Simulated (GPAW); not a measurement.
Here is a GPAW 26.7.0 calculation.

Contents of run.py:

```python
from ase.dft.bandgap import bandgap
from ase.io import read, write
from ase.units import GPa
from gpaw import GPAW, PW

atoms = read('POSCAR')

calc = GPAW(mode=PW(600),
            xc='PBE',
            kpts={'size': (8, 8, 8), 'gamma': True},
            occupations={'name': 'methfessel-paxton', 'order': 0, 'width': 0.018000000000000002},
            nbands=18,
            convergence={'density': 1e-05, 'energy': 1e-05},
            maxiter=150,
            txt='gpaw.txt')
atoms.calc = calc
energy = atoms.get_potential_energy()
forces = atoms.get_forces()
stress = atoms.get_stress()
calc.write('gs.gpw')
write('result.traj', atoms)
print(f'Energy: {energy:.6f} eV')
print('Forces (eV/A):')
print(forces.round(4))
print('Stress (GPa):', (stress / GPa).round(3))
print('Fermi level:', round(calc.get_fermi_level(), 4), 'eV')
print(f'Gap: {bandgap(calc)[0]:.4f} eV, direct: {bandgap(calc, direct=True)[0]:.4f} eV')
```

POSCAR

```
CdS
1.0
    0.0000000000      2.9165000000      2.9165000000
    2.9165000000      0.0000000000      2.9165000000
    2.9165000000      2.9165000000      0.0000000000
Cd S
1 1
Direct
    0.0000000000      0.0000000000      0.0000000000
    0.7500000000      0.7500000000      0.7500000000
```

Potentials or basis: GPAW PAW data sets (gpaw-data 1.2.1), pw.

Command:

```bash
$ OMP_NUM_THREADS=1 python run.py
```

**Question.** Predict the pressure.

**Answer.** 2.6 GPa.

**Question.** Estimate the band gap on the k mesh.

**Answer.** 1.13 eV, direct.
